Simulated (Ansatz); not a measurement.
# Re (P6_3/mmc) in Ansatz: notebook

One crystal, Re, is run at these levels: LDA, PBE; tasks: band structure.

Everything below comes from runs of Ansatz 0.2.0. Logs are shortened: lines on timing, memory, paths and dates and some standing lists are left out, and cuts for length are marked.

**1. The structure**

The structure is hexagonal, space group P6_3/mmc (No. 194). The conventional cell has a = 2.766 Å, b = 2.766 Å, c = 8.939 Å, α = 90.00°, β = 90.00°, γ = 120.00°. Re (site symmetry -6m2) has 12 Re at 2.75 to 2.77 Å as nearest neighbours. Around Re (site symmetry -3m) lie 12 Re at 2.75 to 2.77 Å.

**2. Band structure, LDA**

File input.yaml:

```yaml
crystal:
  lattice:
    - [2.7663873939, 0.0, 0.0]
    - [-1.3831936969, 2.3957617598, 0.0]
    - [0.0, 0.0, 8.93884516]
  atoms:
    - { symbol: Re, position: [0.6666666667, 0.3333333333, 0.75] }
    - { symbol: Re, position: [0.0, 0.0, 0.5] }
    - { symbol: Re, position: [0.3333333333, 0.6666666667, 0.25] }
    - { symbol: Re, position: [0.0, 0.0, 0.0] }
hamiltonian:
  xc: lda
  pseudopotentials: { kind: paw }
kpoints:
  mp_grid: { grid: [11, 11, 3] }
  band_path:
    path:
      - [[0.0, 0.0, 0.0], [0.5, 0.0, 0.0], [0.3333333333, 0.3333333333, 0.0], [0.0, 0.0, 0.0], [0.0, 0.0, 0.5], [0.5, 0.0, 0.5], [0.3333333333, 0.3333333333, 0.5], [0.0, 0.0, 0.5]]
      - [[0.5, 0.0, 0.5], [0.5, 0.0, 0.0]]
      - [[0.3333333333, 0.3333333333, 0.0], [0.3333333333, 0.3333333333, 0.5]]
    npoints: 14
scf:
  occupations: { method: fermi_dirac, width: 0.05 }
  n_extra_bands: 10
output:
  forces: true
  stress: true
  eigenvalues: true
  fatbands: true
```

Potentials or basis: Ansatz PAW.

Started as:

```sh
> ansatz run input.yaml --threads 2 --pin off --max-ram 5120MiB --backend cpu --events-out ev --progress --plain --runs-dir out
```

Standard output:

```text
Warning: RAYON_NUM_THREADS=2 ignored (pool sized by the plan → 2); use --threads N
scf.n_extra_bands = 10 over 30 filled bands (N_el = 60.0): the run solves 40 bands
Engine: ansatz 0.2.0, aarch64-unknown-linux-gnu
Pseudopotentials: kind: paw
Pseudopotential: Re, paw, valence charge 15, recommended cutoff 420 eV (normal), Re.paw.azcp
Functional definition: SPW92
  exchange = slater_x
  correlation = pw_c
Crystal: 4 atoms, lattice volume = 59.243 Å³
Basis set: ecut = 420 eV, 1157 PW (Γ)
Bands: 40, of which v1, the nominal top of the filled ones, is band 30 counted from 1 (29 counted from 0)
Symmetry: 24 space group operations
Space group: P63/mmc (ITA 194), of the structure as read, at distance tolerance 3.9e-5 Å
k-points: 32 of 363
Non-local potential: Re, projectors of the file, l = 0: 3, l = 1: 2, l = 2: 2, l = 3: 1
PAW form: soft (Blöchl's): semilocal exchange-correlation on the pseudo side does not see the compensation charge
PAW frozen core: Re, regenerated for the run's functional, and the local potential with it (the file was generated under x = pbe(κ = 0.804, μ = 0.2195149727645171), c = pbe(β = 0.06672455060314922))
PAW one-centre angular grid: Re, 590 points (default); XC on 64 Gauss nodes
Initial density: superposition of atomic densities (neutral atoms: chi_scale 0, normalization atom), corrected by the library's trained network
Initial wavefunctions: pseudopotential atomic-orbital guess
Functional: x = slater, c = lda
SCF iter   1: F=—  HF=-42430.542587 eV  |F-HF|=—  |Δ(HF+E_count)|=         —  Δρ=1.11e-2  dr2=4.67e-2  ethr=1.77e-3  ⟨swp⟩=5.6  Hψ=4627  notcnv=0  defer=21
preconditioner: auto → Kerker (q_TF=auto, 2.734 Å⁻¹)  [metal: Δε(μ)=0.067 eV  Ē_g=6.771 eV  σ=0.050 eV  W_gap=0.31  n_scr=24 (ndim 8)  ℏωp=25.5 eV  f_vac=0.000  D(μ)=3.10/eV (n_scr^D=38)]
SCF iter   2: F=—  HF=-42430.536463 eV  |F-HF|=—  |Δ(HF+E_count)|=   6.12e-3  Δρ=6.18e-3  dr2=1.41e-2  ethr=7.78e-5  ⟨swp⟩=1.2  Hψ=1558  notcnv=0  defer=28
SCF iter   3: F=—  HF=-42430.533479 eV  |F-HF|=—  |Δ(HF+E_count)|=   2.98e-3  Δρ=6.01e-4  dr2=1.20e-4  ethr=2.35e-5  ⟨swp⟩=2.0  Hψ=1644  notcnv=0  defer=28
SCF iter   4: F=—  HF=-42430.533452 eV  |F-HF|=—  |Δ(HF+E_count)|=   2.74e-5  Δρ=7.88e-5  dr2=2.69e-6  ethr=2.00e-7  ⟨swp⟩=2.5  Hψ=1865  notcnv=0  defer=28
SCF iter   5: F=—  HF=-42430.533448 eV  |F-HF|=—  |Δ(HF+E_count)|=   3.55e-6  Δρ=2.49e-5  dr2=3.17e-7  ethr=4.49e-9  ⟨swp⟩=2.4  Hψ=1901  notcnv=0  defer=28
SCF iter   6: F=-42430.533448 eV  HF=-42430.533448 eV  |F-HF|=4.34e-9  |Δ(HF+E_count)|=   5.63e-8  Δρ=3.48e-6  dr2=7.67e-9  ethr=1.67e-10  ⟨swp⟩=7.9  Hψ=4657  notcnv=0
SCF 1 converged in 6 iterations: F = -42430.533448 eV  dr2 = 7.67e-9
NSCF: frozen V_eff on 129 k-points
SCF converged after 6 iterations
Free energy (F): -42430.533448 eV
Harris-Foulkes:  -42430.533448 eV  (|F-HF|=4.34e-9)
Internal energy: -42430.508694 eV  (E = F + TS)
E sigma→0 (E₀):  -42430.521071 eV
Entropy (-TS):   -0.024754 eV (-6.189 meV/atom)
Fermi energy:    23.526424 eV
--- Per-component energies (eV) ---
  E_band       = -316.978830
  E_kinetic    = 2166.174918
  E_local      = -3078.680056  (includes V_loc(G=0)·N_el)
  E_nonlocal   = 216.115782
  E_hartree    = 1096.154223
  E_xc         = -1603.717487
  E_vxc        = -1219.086222  (∫ρ·V_xc dr)
  E_paw        = -33607.133453  (= ΣΔE_a)
  E_vpaw       = -593.812623  (= ΣTr[D̂ρ^β])
  E_aug_tail   = -0.000315  (compensation charges beyond the density's cutoff)
  E_ewald      = -7620.698610
  E_core_change = 1.276305  (= ΣΔE_core)
  E_smearing   = -0.024754  (= −TS)
  E_closure    = -0.000000  (closes the sum)
  Σ components = -42430.533448   (vs F -42430.533448, Δ=0.00e0)
--- Forces (eV/Å), atoms counted from 1 ---
  atom   1  Re     0.00000000     0.00000000     0.00000000
  atom   2  Re    -0.00000000     0.00000000     0.00000000
  atom   3  Re     0.00000000    -0.00000000     0.00000000
  atom   4  Re     0.00000000    -0.00000000     0.00000000
  max |Σ_I F_I| component: 4.63e-18 eV/Å
--- Stress (GPa, compression-positive) ---
      -12.494585       0.000000       0.000000
       -0.000000     -12.494585       0.000000
        0.000000       0.000000     -12.648460
  P = ⅓ Tr σ = -12.5459 GPa (-125.459 kbar)
--- Band table (eV; the first three rows and the last of 32) ---
  k-point 0: bands = ["-56.3365", "-56.2917", "-56.2571", "-56.2119", "-18.8213", "-18.2724", "-18.1796", "-17.7687", "-17.7687", "-17.6873", "-17.6873", "-17.6789", "-17.6789", "-17.5962", "-17.5962", "-17.5892", "13.6612", "15.9703", "16.0470", "16.8954", "21.0206", "21.1103", "21.6086", "21.6086", "21.6371", "21.6371", "21.8966", "22.3072", "22.3072", "22.4177", "22.4177", "24.1283", "24.1497", "24.1497", "25.0114", "25.0114", "26.0179", "26.0179", "27.2651", "27.2651"]
  k-point 1: bands = ["-56.3289", "-56.3089", "-56.2398", "-56.2196", "-18.7442", "-18.5310", "-17.9106", "-17.7574", "-17.7574", "-17.7262", "-17.7262", "-17.6767", "-17.6396", "-17.6396", "-17.6079", "-17.6079", "13.9902", "14.8850", "16.7410", "16.9016", "21.2459", "21.6880", "21.7147", "21.7147", "21.7530", "21.7530", "21.7764", "22.1320", "22.1320", "22.2152", "22.2152", "23.2558", "24.4390", "24.4390", "24.8812", "24.8812", "26.3027", "26.3027", "26.9405", "26.9405"]
  k-point 2: bands = ["-56.3287", "-56.2860", "-56.2514", "-56.2082", "-18.7906", "-18.2810", "-18.1920", "-17.8400", "-17.7920", "-17.7411", "-17.7306", "-17.7045", "-17.6959", "-17.6698", "-17.6070", "-17.6019", "13.9995", "16.2833", "16.3567", "17.2152", "20.6092", "20.8829", "21.3269", "21.3450", "21.6732", "21.8545", "21.8764", "22.4096", "22.5609", "22.6043", "22.6868", "23.1034", "23.7896", "23.9382", "25.1905", "25.4384", "25.9598", "26.0821", "27.3290", "28.3745"]
  k-point 31: bands = ["-56.2120", "-56.2115", "-56.1757", "-56.1752", "-18.5629", "-18.5563", "-18.4922", "-18.4351", "-18.3164", "-18.3055", "-18.2229", "-18.1538", "-17.9786", "-17.9364", "-17.8896", "-17.8183", "18.4298", "18.4944", "19.0185", "19.0499", "19.4937", "19.6903", "19.8908", "20.1214", "21.0970", "21.3431", "21.4024", "21.7548", "23.3180", "23.5216", "24.6163", "24.9482", "26.5099", "26.7893", "27.0228", "27.2427", "30.2743", "30.7365", "31.2794", "31.7588"]
```

It took 7 s on 2 threads of Arm Neoverse V2, shared host; peak memory 0.37 GiB.

What came out:

```yaml
Free_energy: -42430.5334 eV
Pressure: -12.5 GPa
Band_gap_on_the_k_mesh: none (metal or under the smearing width)
```

Levels at the corners of the path, in eV from the Fermi level:
```tsv
point	band 26	band 27	band 28	band 29	band 30	band 31	band 32	band 33	band 34	band 35
Γ	-1.89	-1.63	-1.22	-1.22	-1.11	-1.11	0.60	0.62	0.62	1.48
M	-2.02	-0.80	0.30	0.31	1.22	2.18	3.89	3.90	4.02	4.15
K	-2.18	-2.18	-2.14	-0.06	-0.06	1.61	1.61	2.94	3.10	3.10
Γ	-1.89	-1.63	-1.22	-1.22	-1.11	-1.11	0.60	0.62	0.62	1.48
A	-1.73	-1.44	-1.44	-1.44	-1.44	-1.04	-1.04	1.15	1.15	1.15
L	-1.41	-0.60	-0.60	0.31	0.31	2.68	2.68	3.96	3.96	4.37
H	-2.22	-2.18	-2.18	-0.03	-0.03	1.05	1.05	3.17	3.17	3.49
A	-1.73	-1.44	-1.44	-1.44	-1.44	-1.04	-1.04	1.15	1.15	1.15
L	-1.41	-0.60	-0.60	0.31	0.31	2.68	2.68	3.96	3.96	4.37
M	-2.02	-0.80	0.30	0.31	1.22	2.18	3.89	3.90	4.02	4.15
K	-2.18	-2.18	-2.14	-0.06	-0.06	1.61	1.61	2.94	3.10	3.10
H	-2.22	-2.18	-2.18	-0.03	-0.03	1.05	1.05	3.17	3.17	3.49
```

Caveat: spin-orbit coupling is left out, which moves the levels of the heavy elements; the PAW data sets come from PBE, with cores solved anew for the run's functional, which leaves a small shift of forces and pressure.

**3. Band structure, PBE**

Changes to input.yaml since step 2:

```diff
@@ -11,4 +11,4 @@
 hamiltonian:
-  xc: lda
-  pseudopotentials: { kind: paw }
+  xc: pbe
+  pseudopotentials: { kind: paw, source: jth }
 kpoints:
@@ -28,2 +28,2 @@
   eigenvalues: true
-  fatbands: true
+  fatbands: false
```

Potentials or basis: JTH PAW.

Started as:

```sh
> ansatz run input.yaml --threads 2 --pin off --max-ram 5120MiB --backend cpu --events-out ev --progress --plain --runs-dir out
```

Standard output:

```text
Warning: the checks of this Re dataset prove no rule for summing its radial tables, as where they were carried onto another mesh than they were made on, and Gregory's rule is taken, under which a leading mesh point left out moves its sums only by what lay on the interval it spanned. That does not make them correct, and they differ from Quantum ESPRESSO's on this file; a re-export a fraction of a mesh step off can move them. hamiltonian.pseudopotentials.radial_quadrature: simpson_from_first_knot sums it by `pw.x`'s rule; on a PAW file no value gives `pw.x`'s numbers. What more to know: hamiltonian.pseudopotentials.radial_quadrature, in the input reference
Warning: RAYON_NUM_THREADS=2 ignored (pool sized by the plan → 2); use --threads N
scf.n_extra_bands = 10 over 30 filled bands (N_el = 60.0): the run solves 40 bands
Engine: ansatz 0.2.0, aarch64-unknown-linux-gnu
Pseudopotentials: kind: paw
Pseudopotential: Re, paw, valence charge 15, recommended cutoff 1290 eV (normal), Re.paw.azcp
Functional definition: PBE
  parameter kappa = 0.804
  parameter beta = 0.06672455060314922
  exchange = pbe_x(kappa = kappa, mu = beta*pi^2/3)
  correlation = pbe_c(beta = beta)
Crystal: 4 atoms, lattice volume = 59.243 Å³
Basis set: ecut = 1290 eV, 6191 PW (Γ), exchange–correlation on 72×72×216 points (8 copies of the dense FFT grid, shifted against one another)
Bands: 40, of which v1, the nominal top of the filled ones, is band 30 counted from 1 (29 counted from 0)
Symmetry: 24 space group operations
Space group: P63/mmc (ITA 194), of the structure as read, at distance tolerance 3.9e-5 Å
k-points: 32 of 363
Non-local potential: Re, projectors of the file, l = 0: 2, l = 1: 2, l = 2: 2
PAW form: soft (Blöchl's): semilocal exchange-correlation on the pseudo side does not see the compensation charge
PAW one-centre angular grid: Re, 590 points (default); XC on 96 Gauss nodes
Initial density: superposition of atomic densities (chi_scale 0.1, normalization cell)
Initial wavefunctions: pseudopotential atomic-orbital guess
Functional: x = pbe(κ = 0.804, μ = 0.2195149727645171), c = pbe(β = 0.06672455060314922)
SCF iter   1: F=—  HF=-43300.849655 eV  |F-HF|=—  |Δ(HF+E_count)|=         —  Δρ=6.92e-2  dr2=2.64e0  ethr=3.10e-3  ⟨swp⟩=6.0  Hψ=5341  notcnv=0  defer=8
preconditioner: auto → Kerker (q_TF=auto, 2.734 Å⁻¹)  [metal: Δε(μ)=0.021 eV  Ē_g=7.078 eV  σ=0.050 eV  W_gap=0.11  n_scr=24 (ndim 8)  ℏωp=25.5 eV  f_vac=0.000  D(μ)=3.43/eV (n_scr^D=38)]
SCF iter   2: F=—  HF=-43300.289311 eV  |F-HF|=—  |Δ(HF+E_count)|=   5.60e-1  Δρ=4.10e-2  dr2=9.39e-1  ethr=3.10e-3  ⟨swp⟩=2.0  Hψ=1774  notcnv=0  defer=57
SCF iter   3: F=—  HF=-43299.965479 eV  |F-HF|=—  |Δ(HF+E_count)|=   3.24e-1  Δρ=7.27e-3  dr2=1.24e-2  ethr=1.56e-3  ⟨swp⟩=3.0  Hψ=2446  notcnv=0  defer=57
SCF iter   4: F=—  HF=-43299.978016 eV  |F-HF|=—  |Δ(HF+E_count)|=   1.25e-2  Δρ=1.46e-3  dr2=1.05e-3  ethr=2.07e-5  ⟨swp⟩=2.1  Hψ=2110  notcnv=0  defer=54
SCF iter   5: F=—  HF=-43299.977891 eV  |F-HF|=—  |Δ(HF+E_count)|=   1.25e-4  Δρ=2.71e-4  dr2=3.31e-5  ethr=1.74e-6  ⟨swp⟩=2.2  Hψ=1730  notcnv=0  defer=54
SCF iter   6: F=—  HF=-43299.977821 eV  |F-HF|=—  |Δ(HF+E_count)|=   6.97e-5  Δρ=2.59e-5  dr2=3.31e-7  ethr=5.51e-8  ⟨swp⟩=2.2  Hψ=1778  notcnv=0  defer=54
SCF iter   7: F=-43299.977821 eV  HF=-43299.977821 eV  |F-HF|=2.29e-9  |Δ(HF+E_count)|=   1.83e-8  Δρ=3.53e-6  dr2=6.45e-9  ethr=1.67e-10  ⟨swp⟩=9.0  Hψ=5068  notcnv=0
SCF 1 converged in 7 iterations: F = -43299.977821 eV  dr2 = 6.45e-9
NSCF: frozen V_eff on 129 k-points
SCF converged after 7 iterations
Free energy (F): -43299.977821 eV
Harris-Foulkes:  -43299.977821 eV  (|F-HF|=2.29e-9)
Internal energy: -43299.953454 eV  (E = F + TS)
E sigma→0 (E₀):  -43299.965637 eV
Entropy (-TS):   -0.024367 eV (-6.092 meV/atom)
Fermi energy:    23.457113 eV
--- Per-component energies (eV) ---
  E_band       = -324.827304
  E_kinetic    = 2009.815117
  E_local      = -2622.968470  (includes V_loc(G=0)·N_el)
  E_nonlocal   = -62.680110
  E_hartree    = 1212.442491
  E_xc         = -1354.052037
  E_vxc        = -1161.423176  (∫ρ·V_xc dr)
  E_paw        = -34861.811836  (= ΣΔE_a)
  E_vpaw       = -912.455875  (= ΣTr[D̂ρ^β])
  E_aug_tail   = 0.000000  (compensation charges beyond the density's cutoff)
  E_ewald      = -7620.698610
  E_smearing   = -0.024367  (= −TS)
  E_closure    = -0.000000  (closes the sum)
  Σ components = -43299.977821   (vs F -43299.977821, Δ=0.00e0)
--- Forces (eV/Å), atoms counted from 1 ---
  atom   1  Re    -0.00000000     0.00000000     0.00000000
  atom   2  Re     0.00000000    -0.00000000     0.00000000
  atom   3  Re     0.00000000    -0.00000000     0.00000000
  atom   4  Re    -0.00000000     0.00000000    -0.00000000
  max |Σ_I F_I| component: 1.85e-17 eV/Å
--- Stress (GPa, compression-positive) ---
        3.184001      -0.000000       0.000000
       -0.000000       3.184001       0.000000
        0.000000       0.000000       3.716850
  P = ⅓ Tr σ = 3.3616 GPa (33.616 kbar)
--- Band table (eV; the first three rows and the last of 32) ---
  k-point 0: bands = ["-56.5331", "-56.4896", "-56.4530", "-56.4090", "-18.9788", "-18.4349", "-18.3415", "-17.9356", "-17.9356", "-17.8543", "-17.8543", "-17.8471", "-17.8471", "-17.7646", "-17.7646", "-17.7572", "13.5416", "15.8540", "15.9277", "16.8115", "20.9331", "21.0242", "21.5601", "21.5601", "21.5889", "21.5889", "21.8469", "22.2562", "22.2562", "22.3670", "22.3670", "23.9370", "24.1111", "24.1111", "24.9705", "24.9705", "25.9735", "25.9735", "27.2170", "27.2170"]
  k-point 1: bands = ["-56.5256", "-56.5061", "-56.4364", "-56.4166", "-18.9023", "-18.6908", "-18.0756", "-17.9244", "-17.9244", "-17.8934", "-17.8934", "-17.8439", "-17.8077", "-17.8077", "-17.7762", "-17.7762", "13.8695", "14.7626", "16.6404", "16.8142", "21.1809", "21.6344", "21.6508", "21.6664", "21.6664", "21.7049", "21.7049", "22.0813", "22.0813", "22.1646", "22.1646", "23.0884", "24.4004", "24.4004", "24.8420", "24.8420", "26.2561", "26.2561", "26.8927", "26.8927"]
  k-point 2: bands = ["-56.5254", "-56.4839", "-56.4473", "-56.4053", "-18.9482", "-18.4434", "-18.3540", "-18.0061", "-17.9586", "-17.9075", "-17.8982", "-17.8713", "-17.8640", "-17.8375", "-17.7754", "-17.7698", "13.8787", "16.1648", "16.2355", "17.1299", "20.5288", "20.8023", "21.2713", "21.2909", "21.6180", "21.8054", "21.8272", "22.3579", "22.5069", "22.5526", "22.6352", "22.9755", "23.7489", "23.8685", "25.1513", "25.3931", "25.9152", "26.0345", "27.2804", "28.2952"]
  k-point 31: bands = ["-56.4105", "-56.4101", "-56.3724", "-56.3719", "-18.7224", "-18.7161", "-18.6524", "-18.5962", "-18.4779", "-18.4668", "-18.3858", "-18.3170", "-18.1429", "-18.1015", "-18.0550", "-17.9841", "18.3515", "18.4167", "18.9375", "18.9569", "19.3967", "19.5973", "19.7921", "20.0154", "21.0007", "21.2557", "21.2992", "21.6520", "23.2550", "23.4588", "24.5689", "24.9027", "26.4597", "26.7395", "26.9682", "27.1885", "30.2386", "30.6706", "31.2306", "31.7268"]
```

It took 20 s on 2 threads of Arm Neoverse V2, shared host; peak memory 0.96 GiB.

Results:

```yaml
Free_energy: -43299.9778 eV
Pressure: 3.4 GPa
Band_gap_on_the_k_mesh: none (metal or under the smearing width)
```

Levels at the corners of the path, in eV from the Fermi level:
```
point  band 26  band 27  band 28  band 29  band 30  band 31  band 32  band 33  band 34  band 35
    Γ    -1.87    -1.61    -1.20    -1.20    -1.09    -1.09     0.48     0.65     0.65     1.51
    M    -2.00    -0.80     0.32     0.33     1.11     2.08     3.91     3.93     4.04     4.16
    K    -2.21    -2.19    -2.18    -0.06    -0.06     1.64     1.64     2.96     3.11     3.11
    Γ    -1.87    -1.61    -1.20    -1.20    -1.09    -1.09     0.48     0.65     0.65     1.51
    A    -1.71    -1.42    -1.42    -1.42    -1.42    -1.12    -1.12     1.19     1.19     1.19
    L    -1.39    -0.67    -0.67     0.27     0.27     2.70     2.70     3.98     3.98     4.38
    H    -2.24    -2.20    -2.20    -0.02    -0.02     1.08     1.08     3.20     3.20     3.51
    A    -1.71    -1.42    -1.42    -1.42    -1.42    -1.12    -1.12     1.19     1.19     1.19
    L    -1.39    -0.67    -0.67     0.27     0.27     2.70     2.70     3.98     3.98     4.38
    M    -2.00    -0.80     0.32     0.33     1.11     2.08     3.91     3.93     4.04     4.16
    K    -2.21    -2.19    -2.18    -0.06    -0.06     1.64     1.64     2.96     3.11     3.11
    H    -2.24    -2.20    -2.20    -0.02    -0.02     1.08     1.08     3.20     3.20     3.51
```

Caveat: spin-orbit coupling is left out, which moves the levels of the heavy elements.
